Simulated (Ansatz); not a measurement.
# Zr2C: the cost of one run

Computed with Ansatz 0.2.0 (DFT r2SCAN, scalar-relativistic, plane waves, PAW, unless a step's input says otherwise).

1 further run of the same task is left out (set aside as unsound or not needed).

## Step 1: The system as given

It takes space group R-3m (No. 166, trigonal). Conventional cell: a = 3.078 Å, b = 3.078 Å, c = 14.463 Å, α = 90.00°, β = 90.00°, γ = 120.00°. Ti (site symmetry 3m) is surrounded by 3 C at 2.11 Å. C (site symmetry -3m) has 6 Ti at 2.11 Å as nearest neighbours.

Coordinates:

```
CELL_PARAMETERS angstrom
1.53898 0.88853 4.82086
-1.53898 0.88853 4.82086
0.00000 -1.77706 4.82086
ATOMIC_POSITIONS crystal
Ti 0.24521 0.24521 0.24521
Ti 0.75479 0.75479 0.75479
C 0.50000 0.50000 0.50000
```

It goes back to an entry of the Materials Project, which need not be the stable form.

This cell was relaxed beforehand with the same method: volume 13.18 Å³/atom, gap on the mesh none (metal).

## Step 2: Swap Ti → Zr

Zr2C starts from the relaxed positions of Ti2C, with all lengths scaled by 1.051, a guess from tabulated radii.

## Step 3: Quick check of gap, pressure and forces (Zr2C)

input.yaml

```yaml
crystal:
  lattice:
    - [1.6169120541, 0.9335246097, 5.0649790724]
    - [-1.6169120541, 0.9335246097, 5.0649790724]
    - [0.0, -1.8670492194, 5.0649790724]
  atoms:
    - { symbol: Zr, position: [0.2452135243, 0.2452135243, 0.2452135243] }
    - { symbol: Zr, position: [0.7547864757, 0.7547864757, 0.7547864757] }
    - { symbol: C, position: [0.5, 0.5, 0.5] }
basis:
  ecutwfc: 500
kpoints:
  mp_grid: { grid: [6, 6, 6] }
hamiltonian:
  xc: r2scan
scf:
  occupations: { method: gaussian, width: 0.1 }
output:
  forces: true
  stress: true
  eigenvalues: true
```

Started as:

```
> ansatz run input.yaml --threads 1 --pin off --max-ram 2560MiB --backend cpu --events-out ev --progress --plain --runs-dir out
```

What time and memory should one allow on 1 thread of Intel Xeon at 2.50GHz (Skylake/Cascade Lake), shared host?

About 8.5 s, with a peak of 0.45 GiB.
